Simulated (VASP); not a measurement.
A run of VASP 6.6.1:

INCAR

```
ALGO = Normal ; EDIFF = 1E-7
ENCUT = 520 ; GGA = PE
ISIF = 2 ; ISMEAR = -1
ISPIN = 2 ; LASPH = True
LCHARG = True ; LELF = True
LMAXMIX = 6 ; LORBIT = 11
LREAL = False ; LVHAR = True
LWAVE = False ; MAGMOM = 5
NBANDS = 18 ; NELM = 150
PREC = Accurate ; SIGMA = 0.05
```

File KPOINTS:

```
k-points
0
Gamma
  10 10 10
```

File POSCAR:

```
Sm
1.0
   -1.8525440000      1.8092880000      2.5538080000
    1.8624820000     -1.8411490000      2.5834680000
    1.7996080000      1.7882130000     -2.5764160000
Sm
1
Direct
    0.0041850000     -0.0153430000     -0.0014120000
```

Potentials or basis: VASP PAW PBE potentials, release 64 (Sm).

Run with:

```bash
$ cat potpaw_PBE.64/Sm/POTCAR > POTCAR
$ mpirun -np 1 vasp_std > vasp.out
```

Hardware: 1 thread of Intel(R) Xeon(R) 6975P-C (Granite Rapids), on a shared host.

**Question.** How long does it take, and how much memory?

**Answer.** It took 11 min on 1 thread of Intel(R) Xeon(R) 6975P-C (Granite Rapids), with other jobs on the host, peak memory 0.6 GiB. Counts: scf iterations 25, k points 504.
